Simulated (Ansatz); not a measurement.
# WC (Qusongite) (P-6m2) in Ansatz: further runs

The runs below take WC (Qusongite) through single point, relaxation of cell and atoms, with PBE, PBE+D3(BJ).

Everything below comes from runs of Ansatz 0.2.0. Logs are shortened: lines on timing, memory, paths and dates and some standing lists are left out, and cuts for length are marked.

### 1 The crystal as given

The structure is hexagonal, space group P-6m2 (No. 187). Conventional cell: a = 2.907 Å, b = 2.907 Å, c = 2.837 Å, α = 90.00°, β = 90.00°, γ = 120.00°. W (site symmetry -6m2) has 6 C at 2.20 Å as nearest neighbours. Around C (site symmetry -6m2) lie 6 W at 2.20 Å.

### 2 Single point, PBE

input.yaml reads:

```yaml
crystal:
  lattice:
    - [2.9065, 0.0, 0.0]
    - [-1.45325, 2.5171028361, 0.0]
    - [0.0, 0.0, 2.8366]
  atoms:
    - { symbol: W, position: [0.0, 0.0, 0.0] }
    - { symbol: C, position: [0.6666666667, 0.3333333333, 0.5] }
hamiltonian:
  xc: pbe
  pseudopotentials: { kind: paw }
kpoints:
  mp_grid: { grid: [10, 10, 9] }
scf:
  occupations: { method: gaussian, width: 0.025 }
output:
  forces: true
  stress: true
  eigenvalues: true
```

Potentials or basis: Ansatz PAW.

Command:

```console
ansatz run input.yaml --threads 2 --pin off --max-ram 5632MiB --backend cpu --events-out ev --progress --plain --runs-dir out
```

The program printed:

```text
Warning: RAYON_NUM_THREADS=2 ignored (pool sized by the plan → 2); use --threads N
Engine: ansatz 0.2.0, x86_64-unknown-linux-gnu
Pseudopotentials: kind: paw
Pseudopotential: W, paw, valence charge 14, recommended cutoff 420 eV (normal), W.paw.azcp
Pseudopotential: C, paw, valence charge 4, recommended cutoff 420 eV (normal), C.paw.azcp
Functional definition: PBE
  parameter kappa = 0.804
  parameter beta = 0.06672455060314922
  exchange = pbe_x(kappa = kappa, mu = beta*pi^2/3)
  correlation = pbe_c(beta = beta)
Crystal: 2 atoms, lattice volume = 20.752 Å³
Basis set: ecut = 420 eV, 405 PW (Γ), exchange–correlation on 40×40×40 points (8 copies of the dense FFT grid, shifted against one another)
Bands: 13, of which v1, the nominal top of the filled ones, is band 9 counted from 1 (8 counted from 0)
Symmetry: 12 space group operations
Space group: P-6m2 (ITA 187), of the structure as read, at distance tolerance 2.7e-5 Å
k-points: 70 of 900 (time reversal used)
Non-local potential: W, projectors of the file, l = 0: 3, l = 1: 2, l = 2: 2, l = 3: 1
Non-local potential: C, projectors of the file, l = 0: 2, l = 1: 2, l = 2: 1
PAW form: soft (Blöchl's): semilocal exchange-correlation on the pseudo side does not see the compensation charge
PAW one-centre angular grid: W, 590 points (default); XC on 64 Gauss nodes
PAW one-centre angular grid: C, 110 points (default); XC on 64 Gauss nodes
Initial density: superposition of atomic densities (neutral atoms: chi_scale 0, normalization atom), corrected by the library's trained network
Initial wavefunctions: pseudopotential atomic-orbital guess
Functional: x = pbe(κ = 0.804, μ = 0.2195149727645171), c = pbe(β = 0.06672455060314922)
SCF iter   1: F=—  HF=-10636.053998 eV  |F-HF|=—  |Δ(HF+E_count)|=         —  Δρ=7.09e-3  dr2=2.43e-3  ethr=1.77e-3  ⟨swp⟩=6.0  Hψ=4627  notcnv=0
preconditioner: auto → none  [metal: Δε(μ)=0.019 eV  Ē_g=10.097 eV  σ=0.025 eV  W_gap=0.37  n_scr=8 (ndim 8)  ℏωp=25.8 eV  f_vac=0.000  D(μ)=0.77/eV (n_scr^D=8)  sad-step TF]
SCF iter   2: F=—  HF=-10636.056611 eV  |F-HF|=—  |Δ(HF+E_count)|=   2.61e-3  Δρ=4.13e-3  dr2=8.81e-4  ethr=1.35e-5  ⟨swp⟩=2.0  Hψ=1865  notcnv=0
SCF iter   3: F=—  HF=-10636.057663 eV  |F-HF|=—  |Δ(HF+E_count)|=   1.05e-3  Δρ=3.87e-4  dr2=2.64e-5  ethr=4.90e-6  ⟨swp⟩=2.1  Hψ=1549  notcnv=0  defer=1
SCF iter   4: F=—  HF=-10636.057652 eV  |F-HF|=—  |Δ(HF+E_count)|=   1.12e-5  Δρ=1.36e-4  dr2=2.02e-6  ethr=1.47e-7  ⟨swp⟩=2.7  Hψ=1524  notcnv=0  defer=1
SCF iter   5: F=—  HF=-10636.057652 eV  |F-HF|=—  |Δ(HF+E_count)|=   3.94e-7  Δρ=2.56e-5  dr2=1.07e-7  ethr=1.12e-8  ⟨swp⟩=2.0  Hψ=1466  notcnv=0
SCF iter   6: F=-10636.057652 eV  HF=-10636.057652 eV  |F-HF|=3.71e-9  |Δ(HF+E_count)|=   3.78e-8  Δρ=5.72e-6  dr2=5.92e-9  ethr=5.56e-10  ⟨swp⟩=4.2  Hψ=3041  notcnv=0
SCF 1 converged in 6 iterations: F = -10636.057652 eV  dr2 = 5.92e-9
SCF converged after 6 iterations
Free energy (F): -10636.057652 eV
Harris-Foulkes:  -10636.057652 eV  (|F-HF|=3.71e-9)
Internal energy: -10636.057396 eV  (E = F + TS)
E sigma→0 (E₀):  -10636.057524 eV
Entropy (-TS):   -0.000257 eV (-0.128 meV/atom)
Fermi energy:    20.597227 eV
--- Per-component energies (eV) ---
  E_band       = -58.443878
  E_kinetic    = 542.024114
  E_local      = -664.694380  (includes V_loc(G=0)·N_el)
  E_nonlocal   = 25.465703
  E_hartree    = 235.153200
  E_xc         = -316.592089
  E_vxc        = -300.493787  (∫ρ·V_xc dr)
  E_paw        = -8661.154239  (= ΣΔE_a)
  E_vpaw       = -131.050078  (= ΣTr[D̂ρ^β])
  E_aug_tail   = -0.000062  (compensation charges beyond the density's cutoff)
  E_ewald      = -1796.259643
  E_smearing   = -0.000257  (= −TS)
  E_closure    = -0.000000  (closes the sum)
  Σ components = -10636.057652   (vs F -10636.057652, Δ=0.00e0)
--- Forces (eV/Å), atoms counted from 1 ---
  atom   1  W      0.00000000     0.00000000     0.00000000
  atom   2  C      0.00000000    -0.00000000     0.00000000
  max |Σ_I F_I| component: 3.05e-16 eV/Å
--- Stress (GPa, compression-positive) ---
        5.910443       0.000000      -0.000000
        0.000000       5.910443      -0.000000
       -0.000000      -0.000000       4.975598
  P = ⅓ Tr σ = 5.5988 GPa (55.988 kbar)
--- Band table (eV; the first three rows and the last of 70) ---
  k-point 0: bands = ["-53.3423", "-17.3635", "-17.2540", "-17.2540", "6.1369", "16.2735", "17.2465", "17.2465", "20.6638", "23.8204", "23.8204", "26.1954", "26.1954"]
  k-point 1: bands = ["-53.3375", "-17.4548", "-17.2462", "-17.2462", "6.4362", "16.1007", "17.3823", "17.3823", "20.6602", "22.9098", "22.9098", "26.6701", "26.6701"]
  k-point 2: bands = ["-53.3253", "-17.6807", "-17.2262", "-17.2262", "7.2720", "15.2832", "17.7539", "17.7539", "21.2335", "21.5256", "21.5256", "26.6774", "26.6774"]
  k-point 69: bands = ["-53.2389", "-17.8973", "-17.7964", "-17.6420", "9.6182", "13.5738", "15.1537", "18.6880", "19.8468", "25.0355", "26.8899", "27.6888", "30.0697"]
```

Wall time 2.7 s (2 threads of Intel Xeon at 2.70GHz, shared host); peak memory 0.32 GiB.

What came out:

```yaml
Free_energy: -10636.0577 eV
Pressure: 5.6 GPa
Band_gap_on_the_k_mesh: none (metal or under the smearing width)
```

Caveat: the pressure holds a Pulay correction of +0.3 GPa for the finite cutoff. Spin-orbit coupling is left out, which matters for the levels of W.

### 3 Single point, PBE

Edit input.yaml of step 2 so:

```diff
@@ -14,3 +14,3 @@
 scf:
-  occupations: { method: gaussian, width: 0.025 }
+  occupations: { method: gaussian, width: 0.026 }
 output:
```

Potentials or basis: Ansatz PAW.

Command:

```console
ansatz run input.yaml --threads 2 --pin off --max-ram 5632MiB --backend cpu --events-out ev --progress --plain --runs-dir out
```

The program printed:

```text
Warning: RAYON_NUM_THREADS=2 ignored (pool sized by the plan → 2); use --threads N
Engine: ansatz 0.2.0, x86_64-unknown-linux-gnu
Pseudopotentials: kind: paw
Pseudopotential: W, paw, valence charge 14, recommended cutoff 420 eV (normal), W.paw.azcp
Pseudopotential: C, paw, valence charge 4, recommended cutoff 420 eV (normal), C.paw.azcp
Functional definition: PBE
  parameter kappa = 0.804
  parameter beta = 0.06672455060314922
  exchange = pbe_x(kappa = kappa, mu = beta*pi^2/3)
  correlation = pbe_c(beta = beta)
Crystal: 2 atoms, lattice volume = 20.752 Å³
Basis set: ecut = 420 eV, 405 PW (Γ), exchange–correlation on 40×40×40 points (8 copies of the dense FFT grid, shifted against one another)
Bands: 13, of which v1, the nominal top of the filled ones, is band 9 counted from 1 (8 counted from 0)
Symmetry: 12 space group operations
Space group: P-6m2 (ITA 187), of the structure as read, at distance tolerance 2.7e-5 Å
k-points: 70 of 900 (time reversal used)
Non-local potential: W, projectors of the file, l = 0: 3, l = 1: 2, l = 2: 2, l = 3: 1
Non-local potential: C, projectors of the file, l = 0: 2, l = 1: 2, l = 2: 1
PAW form: soft (Blöchl's): semilocal exchange-correlation on the pseudo side does not see the compensation charge
PAW one-centre angular grid: W, 590 points (default); XC on 64 Gauss nodes
PAW one-centre angular grid: C, 110 points (default); XC on 64 Gauss nodes
Initial density: superposition of atomic densities (neutral atoms: chi_scale 0, normalization atom), corrected by the library's trained network
Initial wavefunctions: pseudopotential atomic-orbital guess
Functional: x = pbe(κ = 0.804, μ = 0.2195149727645171), c = pbe(β = 0.06672455060314922)
SCF iter   1: F=—  HF=-10636.054008 eV  |F-HF|=—  |Δ(HF+E_count)|=         —  Δρ=7.09e-3  dr2=2.43e-3  ethr=1.77e-3  ⟨swp⟩=6.0  Hψ=4624  notcnv=0
preconditioner: auto → none  [metal: Δε(μ)=0.019 eV  Ē_g=10.097 eV  σ=0.026 eV  W_gap=0.36  n_scr=8 (ndim 8)  ℏωp=25.8 eV  f_vac=0.000  D(μ)=0.75/eV (n_scr^D=8)  sad-step TF]
SCF iter   2: F=—  HF=-10636.056621 eV  |F-HF|=—  |Δ(HF+E_count)|=   2.61e-3  Δρ=4.13e-3  dr2=8.80e-4  ethr=1.35e-5  ⟨swp⟩=2.0  Hψ=1830  notcnv=0
SCF iter   3: F=—  HF=-10636.057674 eV  |F-HF|=—  |Δ(HF+E_count)|=   1.05e-3  Δρ=3.87e-4  dr2=2.64e-5  ethr=4.89e-6  ⟨swp⟩=2.1  Hψ=1543  notcnv=0  defer=1
SCF iter   4: F=—  HF=-10636.057662 eV  |F-HF|=—  |Δ(HF+E_count)|=   1.15e-5  Δρ=1.36e-4  dr2=2.02e-6  ethr=1.47e-7  ⟨swp⟩=2.7  Hψ=1524  notcnv=0
SCF iter   5: F=—  HF=-10636.057663 eV  |F-HF|=—  |Δ(HF+E_count)|=   3.93e-7  Δρ=2.56e-5  dr2=1.07e-7  ethr=1.12e-8  ⟨swp⟩=2.0  Hψ=1466  notcnv=0
SCF iter   6: F=-10636.057662 eV  HF=-10636.057662 eV  |F-HF|=3.71e-9  |Δ(HF+E_count)|=   3.76e-8  Δρ=5.72e-6  dr2=5.90e-9  ethr=5.56e-10  ⟨swp⟩=4.2  Hψ=3036  notcnv=0
SCF 1 converged in 6 iterations: F = -10636.057662 eV  dr2 = 5.90e-9
SCF converged after 6 iterations
Free energy (F): -10636.057662 eV
Harris-Foulkes:  -10636.057662 eV  (|F-HF|=3.71e-9)
Internal energy: -10636.057395 eV  (E = F + TS)
E sigma→0 (E₀):  -10636.057529 eV
Entropy (-TS):   -0.000268 eV (-0.134 meV/atom)
Fermi energy:    20.597027 eV
--- Per-component energies (eV) ---
  E_band       = -58.444175
  E_kinetic    = 542.024097
  E_local      = -664.693989  (includes V_loc(G=0)·N_el)
  E_nonlocal   = 25.465614
  E_hartree    = 235.152889
  E_xc         = -316.592092
  E_vxc        = -300.493788  (∫ρ·V_xc dr)
  E_paw        = -8661.154210  (= ΣΔE_a)
  E_vpaw       = -131.050037  (= ΣTr[D̂ρ^β])
  E_aug_tail   = -0.000062  (compensation charges beyond the density's cutoff)
  E_ewald      = -1796.259643
  E_smearing   = -0.000268  (= −TS)
  E_closure    = 0.000000  (closes the sum)
  Σ components = -10636.057662   (vs F -10636.057662, Δ=0.00e0)
--- Forces (eV/Å), atoms counted from 1 ---
  atom   1  W      0.00000000     0.00000000     0.00000000
  atom   2  C      0.00000000    -0.00000000     0.00000000
  max |Σ_I F_I| component: 2.31e-16 eV/Å
--- Stress (GPa, compression-positive) ---
        5.910820       0.000000      -0.000000
        0.000000       5.910820      -0.000000
       -0.000000      -0.000000       4.974795
  P = ⅓ Tr σ = 5.5988 GPa (55.988 kbar)
--- Band table (eV; the first three rows and the last of 70) ---
  k-point 0: bands = ["-53.3423", "-17.3635", "-17.2541", "-17.2541", "6.1369", "16.2735", "17.2465", "17.2465", "20.6638", "23.8204", "23.8204", "26.1954", "26.1954"]
  k-point 1: bands = ["-53.3375", "-17.4549", "-17.2462", "-17.2462", "6.4362", "16.1007", "17.3823", "17.3823", "20.6602", "22.9098", "22.9098", "26.6701", "26.6701"]
  k-point 2: bands = ["-53.3254", "-17.6808", "-17.2263", "-17.2263", "7.2720", "15.2832", "17.7539", "17.7539", "21.2335", "21.5256", "21.5256", "26.6774", "26.6774"]
  k-point 69: bands = ["-53.2389", "-17.8974", "-17.7965", "-17.6420", "9.6182", "13.5739", "15.1537", "18.6880", "19.8467", "25.0355", "26.8899", "27.6888", "30.0697"]
```

Run time: 1.5 s. Hardware: 2 threads of Intel Xeon at 2.70GHz, shared host; peak memory 0.32 GiB.

Results:

```
Free energy            : -10636.0577 eV
Pressure               : 5.6 GPa
Band gap on the k mesh : none (metal or under the smearing width)
```

Levels at points of the mesh, in eV from the Fermi level:
| k point | band 7 | band 8 | band 9 | band 10 | band 11 | band 12 |
| --- | --- | --- | --- | --- | --- | --- |
| (0.00, 0.00, 0.00) | -3.35 | -3.35 | 0.07 | 3.22 | 3.22 | 5.60 |
| (0.00, -0.50, 0.00) | -3.64 | -3.58 | -0.48 | 2.33 | 4.53 | 4.87 |

Caveat: the pressure holds a Pulay correction of +0.3 GPa for the finite cutoff. Spin-orbit coupling is left out, which matters for the levels of W.

### 4 Single point, PBE

Edit input.yaml of step 3 so:

```diff
@@ -14,3 +14,3 @@
 scf:
-  occupations: { method: gaussian, width: 0.026 }
+  occupations: { method: gaussian, width: 0.027 }
 output:
```

Command:

```console
ansatz run input.yaml --threads 2 --pin off --max-ram 5632MiB --backend cpu --events-out ev --progress --plain --runs-dir out
```

It took 1.5 s on 2 threads of Intel Xeon at 2.70GHz, shared host; peak memory 0.32 GiB.

The run converged. Its results:

```
Free energy            : -10636.0577 eV
Pressure               : 5.6 GPa
Band gap on the k mesh : none (metal or under the smearing width)
```

Stress tensor (GPa, compression positive):
```
5.91 0.00 0.00
0.00 5.91 0.00
0.00 0.00 4.97
```

Levels at points of the mesh, in eV from the Fermi level:
```
            k point  band 7  band 8  band 9  band 10  band 11  band 12
 (0.00, 0.00, 0.00)   -3.35   -3.35    0.07     3.22     3.22     5.60
(0.00, -0.50, 0.00)   -3.64   -3.58   -0.48     2.33     4.53     4.87
```

Caveat: the pressure holds a Pulay correction of +0.3 GPa for the finite cutoff. Spin-orbit coupling is left out, which matters for the levels of W.

### 5 Single point, PBE

Edit input.yaml of step 4 so:

```diff
@@ -14,3 +14,3 @@
 scf:
-  occupations: { method: gaussian, width: 0.027 }
+  occupations: { method: gaussian, width: 0.028 }
 output:
@@ -19 +19,5 @@
   eigenvalues: true
+  write_density: true
+  write_potential: true
+  elf: true
+  volumetric_format: npy
```

Command:

```console
ansatz run input.yaml --threads 2 --pin off --max-ram 5632MiB --backend cpu --events-out ev --progress --plain --runs-dir out
```

It took 3.5 s on 2 threads of Intel Xeon at 2.70GHz, shared host; peak memory 0.32 GiB.

Results (log left out):

```yaml
Free_energy: -10636.0577 eV
Pressure: 5.6 GPa
Band_gap_on_the_k_mesh: none (metal or under the smearing width)
```

Stress tensor (GPa, compression positive):
```
5.91 0.00 0.00
0.00 5.91 0.00
0.00 0.00 4.97
```

Levels at points of the mesh, in eV from the Fermi level:
```csv
k point,band 7,band 8,band 9,band 10,band 11,band 12
"(0.00, 0.00, 0.00)",-3.35,-3.35,0.07,3.22,3.22,5.60
"(0.00, -0.50, 0.00)",-3.64,-3.58,-0.48,2.33,4.53,4.87
```

Caveat: the pressure holds a Pulay correction of +0.3 GPa for the finite cutoff. The run has no spin-orbit coupling, so splittings on W are missing.

### 6 Relaxation of cell and atoms, PBE+D3(BJ)

input.yaml reads:

```yaml
crystal:
  lattice:
    - [2.9065, 0.0, 0.0]
    - [-1.45325, 2.5171028361, 0.0]
    - [0.0, 0.0, 2.8366]
  atoms:
    - { symbol: W, position: [0.0, 0.0, 0.0] }
    - { symbol: C, position: [0.6666666667, 0.3333333333, 0.5] }
hamiltonian:
  xc: pbe
  pseudopotentials: { kind: paw }
  dispersion: d3bj
kpoints:
  mp_grid: { grid: [10, 10, 9] }
scf:
  occupations: { method: fermi_dirac, width: 0.05 }
output:
  forces: true
  stress: true
relax:
  f_tol: 0.01
  max_steps: 40
  cell: { stress_tol: 0.05 }
```

Potentials or basis: Ansatz PAW.

Command:

```console
ansatz run input.yaml --threads 2 --pin off --max-ram 5632MiB --backend cpu --events-out ev --progress --plain --runs-dir out
```

It took 6.2 s on 2 threads of Intel Xeon at 2.70GHz, shared host; peak memory 0.35 GiB.

It converged, with:

```
Free energy                            : -10636.9832 eV
Relaxed volume                         : 10.33 Å³/atom
Relaxed cell                           : a = 2.903 Å, b = 2.903 Å, c = 2.831 Å, α = 90.00°, β = 90.00°, γ = 120.00°
Space group after relaxing (to 0.05 Å) : P-6m2 (No. 187)
Energy gained by relaxing              : 0.2 meV/atom
Ionic steps                            : 4
Pressure after relaxing                : 0.0 GPa
```

The path:
| step | energy change (eV) | largest force (eV/Å) | volume (Å³) |
| --- | --- | --- | --- |
| 1 | 0.0000 | 0.0000 | 20.75 |
| 2 | -0.0006 | 0.0000 | 20.62 |
| 3 | -0.0007 | 0.0000 | 20.66 |
| 4 | -0.0005 | 0.0000 | 20.66 |

Final structure:
```
W C
1.0
     2.90304    0.00000    0.00000
    -1.45152    2.51411    0.00000
     0.00000    0.00000    2.83127
W C
1 1
Direct
  0.00000 0.00000 0.00000
  0.66667 0.33333 0.50000
```

Caveat: the plane-wave basis is chosen anew once the cell has moved, so the energies of steps on either side of that aren't comparable; the pressure holds a Pulay correction of +0.3 GPa for the finite cutoff. The run has no spin-orbit coupling, so splittings on W are missing.

### 7 Overview

```csv
task,level,cell,smearing,gap on the mesh (eV),pressure (GPa)
single point,PBE,as given,gaussian 0.025 eV,none,5.6
single point,PBE,as given,gaussian 0.026 eV,none,5.6
single point,PBE,as given,gaussian 0.027 eV,none,5.6
single point,PBE,as given,gaussian 0.028 eV,none,5.6
relaxation of cell and atoms,PBE+D3(BJ),relaxed,fermi-dirac 0.05 eV,-,0.0
```

Alike in all rows: potentials or basis Ansatz PAW; no spin polarisation; k mesh 10 × 10 × 9; cutoff (eV) 420.

Every run on the cell as given and a fine mesh finds a metal.

Caveats: the plane-wave basis is chosen anew once the cell has moved, so the energies of steps on either side of that aren't comparable (some runs).

Total energies depend on the potentials used, so only differences within one code and one set of settings carry meaning.
